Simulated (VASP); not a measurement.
# Gap, carriers and strain in AgF (Pm-3m)

Wanted: where the band edges of AgF lie, how heavy the carriers are and how strain moves the gap. The cell is generated by rule, not measured, and may not be a known phase.

Method: PBE; plane waves and PAW (Ag, F), in the first sound run; inputs show where later runs differ, in VASP 6.6.1.

The structure was built from a prototype and need not be the compound's stable phase.

### Step 1. Set-up

The structure is cubic, space group Pm-3m (No. 221). The conventional cell has a = 3.007 Å, b = 3.007 Å, c = 3.007 Å, α = 90.00°, β = 90.00°, γ = 90.00°. Ag has 8 F at 2.60 Å nearest. Nearest to F lie 8 Ag at 2.60 Å. Farther neighbours and most contacts between anions are not listed.

Coordinates:

```xyz
2
Lattice="3.0068 0.0000 0.0000 0.0000 3.0068 0.0000 0.0000 0.0000 3.0068" Properties=species:S:1:pos:R:3 pbc="T T T"
Ag    0.0000    0.0000    0.0000
F     1.5034    1.5034    1.5034
```

### Step 2. Relaxation of the atoms

The cell is kept as given; the atoms are relaxed first, so that no residual force shifts the band edges.

Contents of INCAR:

```
SYSTEM = AgF
PREC = Accurate
ENCUT = 520
EDIFF = 1E-06
NELM = 100
ISMEAR = 0
SIGMA = 0.02
LREAL = .FALSE.
ALGO = Normal
GGA = PE
NBANDS = 15
LORBIT = 11
LWAVE = .FALSE.
LCHARG = .FALSE.
KPAR = 4
IBRION = 2
NSW = 40
ISIF = 2
EDIFFG = -0.005
```

Contents of POSCAR:

```
AgF
1.0
    3.0068400000      0.0000000000      0.0000000000
    0.0000000000      3.0068400000      0.0000000000
    0.0000000000      0.0000000000      3.0068400000
Ag F
1 1
Direct
    0.0000000000      0.0000000000      0.0000000000
    0.5000000000      0.5000000000      0.5000000000
```

Contents of KPOINTS:

```
Automatic mesh
0
Gamma
10 10 10
0 0 0
```

The projector-augmented-wave data sets are Ag and F (PBE family, release 64).

Run with:

```console
$ mpirun -np 4 vasp_std
```

The program printed:

```text
[banner, memory and clock lines left out]
running    4 mpi-ranks, on    1 nodes
 distrk:  each k-point on    1 cores,    4 groups
 distr:  one band on    1 cores,    1 groups

 POSCAR found type information on POSCAR AgF
 POSCAR found :  2 types and       2 ions
 LDA part: xc-table for (Slater+PW92), standard interpolation
 POSCAR, INCAR and KPOINTS ok, starting setup
 FFT: planning ... GRIDC
 FFT: planning ... GRID_SOFT
 FFT: planning ... GRID
 WAVECAR not read
 entering main loop
       N       E                     dE             d eps       ncg     rms          rms(c)
DAV:   1     0.989788467516E+02    0.98979E+02   -0.98905E+03  1752   0.116E+03
DAV:   2    -0.486384622427E+01   -0.10384E+03   -0.95592E+02  1939   0.268E+02
DAV:   3    -0.730874150024E+01   -0.24449E+01   -0.24391E+01  1960   0.436E+01
DAV:   4    -0.731715448535E+01   -0.84130E-02   -0.84128E-02  2072   0.270E+00
DAV:   5    -0.731720637767E+01   -0.51892E-04   -0.51892E-04  1960   0.216E-01    0.612E+00
DAV:   6    -0.644847516784E+01    0.86873E+00   -0.25336E+00  1827   0.210E+01    0.481E+00
DAV:   7    -0.638058983583E+01    0.67885E-01   -0.21502E-01  1694   0.711E+00    0.257E+00
DAV:   8    -0.636740209305E+01    0.13188E-01   -0.91551E-02  1862   0.311E+00    0.718E-01
DAV:   9    -0.636496982032E+01    0.24323E-02   -0.60566E-03  1848   0.105E+00    0.642E-02
DAV:  10    -0.636504017524E+01   -0.70355E-04   -0.21522E-04  1827   0.144E-01    0.197E-02
DAV:  11    -0.636504392395E+01   -0.37487E-05   -0.50627E-06  2009   0.209E-02    0.618E-03
DAV:  12    -0.636504431450E+01   -0.39055E-06   -0.32074E-07  1141   0.962E-03
   1 F= -.63650443E+01 E0= -.63649518E+01  d E =-.636504E+01
 curvature:   0.00 expect dE= 0.000E+00 dE for cont linesearch  0.000E+00
 trial: gam= 0.00000 g(F)=  0.000E+00 g(S)=  0.000E+00 ort = 0.000E+00 (trialstep = 0.100E+01)
 search vector abs. value=  0.100E-09
 reached required accuracy - stopping structural energy minimisation
```

Run time: 6.8 s. Hardware: 4 MPI ranks of AMD EPYC 7R43, shared host; peak memory 0.49 GiB.

Lines that name or quote the potential files are left out of all logs, and their timing lines are given in words.

Parts of OUTCAR (step 2):

```text
ion  position               nearest neighbor table
   1  0.000  0.000  0.000-   2 2.60   2 2.60   2 2.60   2 2.60   2 2.60   2 2.60   2 2.60   2 2.60

  LATTYP: Found a simple cubic cell.
 ALAT       =     3.0068400000

 Subroutine GETGRP returns: Found 48 space group operations
 (whereof 48 operations were pure point group operations)

The static configuration has the point symmetry O_h .

 Found     56 irreducible k-points:

   k-points           NKPTS =     56   k-points in BZ     NKDIM =     56   number of bands    NBANDS=     15

   dimension x,y,z NGX =    24 NGY =   24 NGZ =   24
   dimension x,y,z NGXF=    48 NGYF=   48 NGZF=   48

   ENCUT  =  520.0 eV  38.22 Ry    6.18 a.u.   5.59  5.59  5.59*2*pi/ulx,y,z

   NELECT =      18.0000    total number of electrons

 k-points in reciprocal lattice and weights: Automatic mesh
   0.00000000  0.00000000  0.00000000       0.001
   0.10000000  0.00000000  0.00000000       0.006
   0.20000000  0.00000000  0.00000000       0.006
   0.30000000  0.00000000  0.00000000       0.006
   0.40000000  0.00000000  0.00000000       0.006
   0.50000000  0.00000000  0.00000000       0.003
   0.10000000  0.10000000  0.00000000       0.012
   0.20000000  0.10000000  0.00000000       0.024
   0.30000000  0.10000000  0.00000000       0.024
[...]
0.50000000  0.50000000  0.40000000       0.006
   0.50000000  0.50000000  0.50000000       0.001

 average (electrostatic) potential at core
       1 -72.6142       2 -74.3684

 E-fermi :   3.5894

 k-point     1 :       0.0000    0.0000    0.0000
  band No.  band energies     occupation
    ...
      6       1.1399      2.00000
      7       2.8151      2.00000
      8       2.8151      2.00000
      9       2.8151      2.00000
     10       3.0856      2.00000
     11      20.2976      0.00000
     12      20.2976      0.00000
     13      20.2976      0.00000
     14      20.3113      0.00000
     15      20.3113      0.00000

 k-point     2 :       0.1000    0.0000    0.0000
  band No.  band energies     occupation
    ...
      6       1.3039      2.00000
      7       2.8212      2.00000
      8       2.8842      2.00000
      9       2.8842      2.00000
     10       3.5795      1.51537
     11      18.1322      0.00000
     12      20.2604      0.00000
     13      20.3400      0.00000
     14      20.3400      0.00000
     15      22.2411      0.00000

 k-point     3 :       0.2000    0.0000    0.0000
  band No.  band energies     occupation
    ...
      5       0.9681      2.00000
      6       1.7276      2.00000
      7       2.8373      2.00000
      8       3.0432      2.00000
      9       3.0432      2.00000
     10       4.5797      0.00000
     11      15.7951      0.00000
     12      20.1177      0.00000
     13      20.4203      0.00000
     14      20.4203      0.00000
    ...

  Total        0.3184704      0.3184704      0.3184704     -0.0000000     -0.0000000      0.0000000
  in kB       18.7693241     18.7693241     18.7693241     -0.0000000     -0.0000000      0.0000000
  external PRESSURE =      18.7693241 kB  Pullay stress =       0.0000000 kB

  energy-cutoff  :      520.00
  volume of cell :       27.19
      direct lattice vectors                 reciprocal lattice vectors
     3.006840000  0.000000000  0.000000000     0.332575062  0.000000000  0.000000000
     0.000000000  3.006840000  0.000000000     0.000000000  0.332575062  0.000000000
     0.000000000  0.000000000  3.006840000     0.000000000  0.000000000  0.332575062

 POSITION                                       TOTAL-FORCE (eV/Angst)
 -----------------------------------------------------------------------------------
      0.00000      0.00000      0.00000         0.000000      0.000000      0.000000
      1.50342      1.50342      1.50342         0.000000      0.000000      0.000000
 -----------------------------------------------------------------------------------
    total drift:                                0.000000      0.000000     -0.000000

  FREE ENERGIE OF THE ION-ELECTRON SYSTEM (eV)
  ---------------------------------------------------
  free  energy   TOTEN  =        -6.3650443145 eV

  energy  without entropy=       -6.3648593688  energy(sigma->0) =       -6.36495184

 reached required accuracy - stopping structural energy minimisation

 total charge
# of ion       s       p       d       tot
------------------------------------------
    1        0.170   0.125   9.378   9.673
    2        1.746   4.262   0.000   6.009
--------------------------------------------------
tot          1.916   4.388   9.378  15.681

[... 3 further parts left out ...]
```

CONTCAR:

```
AgF
   1.00000000000000
     3.0068400000000000    0.0000000000000000    0.0000000000000000
     0.0000000000000000    3.0068400000000000    0.0000000000000000
     0.0000000000000000    0.0000000000000000    3.0068400000000000
  Ag              F
     1     1
Direct
     0.0000000000000000    0.0000000000000000    0.0000000000000000
     0.5000000000000000    0.5000000000000000    0.5000000000000000
```

The run keeps the 48 symmetry operations of its start, so it cannot find a distortion of lower symmetry.

The forces vanish from the start, and no atom moves.

Numbers from this step:

```
SCF cycles              : 12
electrons               : 18
bands                   : 15
irreducible k-points    : 56
symmetry operations     : 48
free energy (TOTEN)     : -6.365 eV
energy at zero smearing : -6.365 eV
Fermi energy            : 3.589 eV
pressure                : 1.877 GPa
metallic                : yes
```

### Step 3. Bands on a dense mesh

A dense even mesh and a path are solved together, since either alone can miss a band edge.

INCAR, as its differences from that of step 2:

```diff
@@ -10,3 +10,3 @@
 GGA = PE
-NBANDS = 15
+NBANDS = 21
 LORBIT = 11
@@ -15,5 +15,2 @@
 KPAR = 4
-IBRION = 2
-NSW = 40
 ISIF = 2
-EDIFFG = -0.005
```

POSCAR is that of step 2.

Contents of KPOINTS:

```
Automatic mesh
0
Gamma
14 14 14
0 0 0
```

Contents of KPOINTS_OPT:

```
Line mode
24
Line-mode
Reciprocal
  0.00000000   0.00000000   0.00000000 GAMMA
  0.00000000   0.50000000   0.00000000 X

  0.00000000   0.50000000   0.00000000 X
  0.50000000   0.50000000   0.00000000 M

  0.50000000   0.50000000   0.00000000 M
  0.00000000   0.00000000   0.00000000 GAMMA

  0.00000000   0.00000000   0.00000000 GAMMA
  0.50000000   0.50000000   0.50000000 R

  0.50000000   0.50000000   0.50000000 R
  0.00000000   0.50000000   0.00000000 X

  0.50000000   0.50000000   0.00000000 M
  0.50000000   0.50000000   0.50000000 R
```

Run with:

```console
$ mpirun -np 4 vasp_std
```

The program printed:

```text
[... set-up lines as in an earlier step ...]
 entering main loop
       N       E                     dE             d eps       ncg     rms          rms(c)
DAV:   1     0.109237941145E+03    0.10924E+03   -0.92045E+03  5072   0.835E+02
DAV:   2    -0.374840186423E+01   -0.11299E+03   -0.10238E+03  5763   0.229E+02
DAV:   3    -0.730252308352E+01   -0.35541E+01   -0.35328E+01  6009   0.396E+01
DAV:   4    -0.731622560297E+01   -0.13703E-01   -0.13701E-01  5683   0.270E+00
DAV:   5    -0.731632123190E+01   -0.95629E-04   -0.95628E-04  5976   0.215E-01    0.612E+00
DAV:   6    -0.644894630117E+01    0.86737E+00   -0.13410E+00  5560   0.150E+01    0.477E+00
DAV:   7    -0.638188658409E+01    0.67060E-01   -0.15170E-01  5680   0.488E+00    0.256E+00
DAV:   8    -0.636744511954E+01    0.14441E-01   -0.83439E-02  5825   0.224E+00    0.714E-01
DAV:   9    -0.636529238794E+01    0.21527E-02   -0.38497E-03  5865   0.650E-01    0.767E-02
DAV:  10    -0.636536425652E+01   -0.71869E-04   -0.14578E-04  5850   0.866E-02    0.273E-02
DAV:  11    -0.636536703052E+01   -0.27740E-05   -0.53011E-06  5810   0.169E-02    0.345E-03
DAV:  12    -0.636536730200E+01   -0.27148E-06   -0.32769E-07  3598   0.566E-03
   1 F= -.63653673E+01 E0= -.63653363E+01  d E =-.619921E-04
 Start KPOINTS_OPT (optional k-point list driver)
k-point batch [1-120\144]
       N       E                     dE             ncg
DAV:   1     0.131492677860E+05   -0.53100E+05     5048
DAV:   2    -0.720804536802E+03   -0.13870E+05     5792
DAV:   3    -0.115643080547E+04   -0.43563E+03     6061
DAV:   4    -0.115821030050E+04   -0.17795E+01     5685
DAV:   5    -0.115822362949E+04   -0.13329E-01     6087
DAV:   6    -0.115822379058E+04   -0.16109E-03     5681
DAV:   7    -0.115822379262E+04   -0.20419E-05     5052
DAV:   8    -0.115822379285E+04   -0.22319E-06     3971
k-point batch [121-144\144]
       N       E                     dE             ncg
DAV:   1     0.598394505958E+05   -0.18188E+05     1008
DAV:   2     0.570563922479E+05   -0.27831E+04     1163
DAV:   3     0.569768951621E+05   -0.79497E+02     1238
DAV:   4     0.569765977000E+05   -0.29746E+00     1178
DAV:   5     0.569765953604E+05   -0.23396E-02     1228
DAV:   6     0.569765953308E+05   -0.29534E-04     1171
DAV:   7     0.569765953305E+05   -0.36821E-06     1020
```

Wall time 26 s (4 MPI ranks); peak memory 0.74 GiB.

Parts of OUTCAR (step 3):

```text
The static configuration has the point symmetry O_h .

 Found    120 irreducible k-points:

   k-points           NKPTS =    120   k-points in BZ     NKDIM =    120   number of bands    NBANDS=     21

   NELECT =      18.0000    total number of electrons

 E-fermi :   3.6012

 k-point     1 :       0.0000    0.0000    0.0000
  band No.  band energies     occupation
    ...
      6       1.1433      2.00000
      7       2.8231      2.00000
      8       2.8231      2.00000
      9       2.8231      2.00000
     10       3.0877      2.00000
     11      20.2999      0.00000
     12      20.2999      0.00000
     13      20.2999      0.00000
     14      20.3140      0.00000
     15      20.3140      0.00000
    ...

 k-point     2 :       0.0714    0.0000    0.0000
  band No.  band energies     occupation
    ...
      6       1.2320      2.00000
      7       2.8262      2.00000
      8       2.8595      2.00000
      9       2.8595      2.00000
     10       3.3605      2.00000
     11      18.7773      0.00000
     12      20.2878      0.00000
     13      20.3227      0.00000
     14      20.3227      0.00000
     15      21.7139      0.00000
    ...

  Total        0.3247830      0.3247830      0.3247830      0.0000000     -0.0000000      0.0000000
  in kB       19.1413664     19.1413664     19.1413664      0.0000000     -0.0000000      0.0000000
  external PRESSURE =      19.1413664 kB  Pullay stress =       0.0000000 kB

  FREE ENERGIE OF THE ION-ELECTRON SYSTEM (eV)
  ---------------------------------------------------
  free  energy   TOTEN  =        -6.3653673020 eV

  energy  without entropy=       -6.3653053099  energy(sigma->0) =       -6.36533631

 total charge
# of ion       s       p       d       tot
------------------------------------------
    1        0.168   0.125   9.381   9.673
    2        1.746   4.263   0.000   6.009
--------------------------------------------------
tot          1.914   4.389   9.381  15.683

[... 7 parts as in an earlier step ...]

[... 6 further parts left out ...]
```

This step gave:

- bands: 21
- irreducible k-points: 120
- Fermi energy: 3.601 eV
- pressure: 1.914 GPa

The electronic bands at the labelled points (eV, zero at the Fermi level; # counts the bands kept, so #1 is VASP's band 2):

| point | #5 | #6 | #7 | #8 | #9 | #10 |
| --- | --- | --- | --- | --- | --- | --- |
| Γ | -2.46 | -0.78 | -0.78 | -0.78 | -0.51 | 16.70 |
| 0.52 of the way | -1.54 | -0.74 | -0.45 | -0.45 | 1.70 | 10.75 |
| X | -0.71 | -0.68 | -0.22 | -0.22 | 5.29 | 5.62 |
| 0.52 of the way | -1.30 | -1.03 | -0.65 | -0.62 | 5.72 | 7.24 |
| M | -1.97 | -1.29 | -1.29 | -0.29 | 6.60 | 9.05 |
| 0.48 of the way | -1.21 | -1.17 | -1.06 | -0.43 | 3.34 | 11.26 |
| Γ | -2.46 | -0.78 | -0.78 | -0.78 | -0.51 | 16.70 |
| 0.48 of the way | -1.61 | -1.30 | -0.46 | -0.46 | 3.70 | 11.90 |
| R | -0.26 | 0.01 | 0.01 | 0.01 | 8.36 | 8.36 |
| 0.52 of the way | -1.48 | -1.13 | -0.45 | -0.11 | 5.86 | 7.76 |
| X | -0.71 | -0.68 | -0.22 | -0.22 | 5.29 | 5.62 |
| jump to M | -1.97 | -1.29 | -1.29 | -0.29 | 6.60 | 9.05 |
| 0.48 of the way | -0.64 | -0.64 | -0.58 | -0.28 | 7.05 | 8.77 |
| R | -0.26 | 0.01 | 0.01 | 0.01 | 8.36 | 8.36 |

Of the projections kept (Ag, F), the largest for each band there; the rest of the weight can lie on other orbitals:

| point | #5 | #6 | #7 | #8 | #9 | #10 |
| --- | --- | --- | --- | --- | --- | --- |
| Γ | F 0.98 | Ag 1.00 | Ag 1.00 | Ag 1.00 | Ag 0.86 | Ag 0.81 |
| X | Ag 1.00 | Ag 0.83 | Ag 0.67 | Ag 0.67 | Ag 0.85 | Ag 0.66 |
| M | Ag 0.98 | Ag 1.00 | Ag 1.00 | Ag 1.00 | Ag 1.00 | Ag 0.64 |
| Γ | F 0.98 | Ag 1.00 | Ag 1.00 | Ag 1.00 | Ag 0.86 | Ag 0.81 |
| R | Ag 1.00 | Ag 0.64 | Ag 0.64 | Ag 0.64 | Ag 1.00 | Ag 1.00 |
| X | Ag 1.00 | Ag 0.83 | Ag 0.67 | Ag 0.67 | Ag 0.85 | Ag 0.66 |

The electronic bands as a text plot (rows in eV, shown from -5.2 to 5.6 only):

```
    5.4 |       **        *               *             **
    4.9 |
    4.5 |                  *             *
    4.0 |      *
    3.6 |                   *           *
    3.1 |     *              *
    2.7 |                              *
    2.2 |    *                        *
    1.8 |                     *
    1.3 |   *                        *
    0.9 |  *                   *
    0.4 |                       *   *
    0.0 | *    **                  *       ***************     **
   -0.5 |* **** *******************   ***** *********************
   -0.9 |*************   ***************  **      ******** ** *
   -1.4 |    *      **********          ***        ****   ** *
   -1.8 |  **        ******   **     ****           **     **
   -2.3 |**      ********************                 *** *
   -2.7 |********  **     **********                 **  **
   -3.2 | *  ******           ***   ***             *  *** *
   -3.6 |  *       *************     ******        * **     *
   -4.1 |   *        ** ******           ****     ***     *****
   -4.5 |    *     **                      ***********       ****
   -5.0 |     *****                                   ****
         Γ      X      M          Γ            R        X|M     R
```

At 1.9 GPa the cell is away from the equilibrium volume of this level: left free, it would expand.

[end of part 1 of 3]

[Lines on the potential files, build, host, timing and source positions are cut from VASP's logs without a mark.]

[Logs are printed without paths, hosts, clocks, repeated set-up lines and the standing remarks that a program may print on its own settings, such as how far it seeks lower states.]

[Hosts, paths, dates, database ids (printed as entryN), source tags and the programs' standing remarks are cut or masked in the printed files.]

[In band tables of VASP the shares of atoms and orbitals are scaled to a sum of 1 inside the atoms' spheres.]

[Gaps and slopes under strain along one axis are those of the sampled path and mesh points; where strain splits equal valleys, another of them can be the edge.]
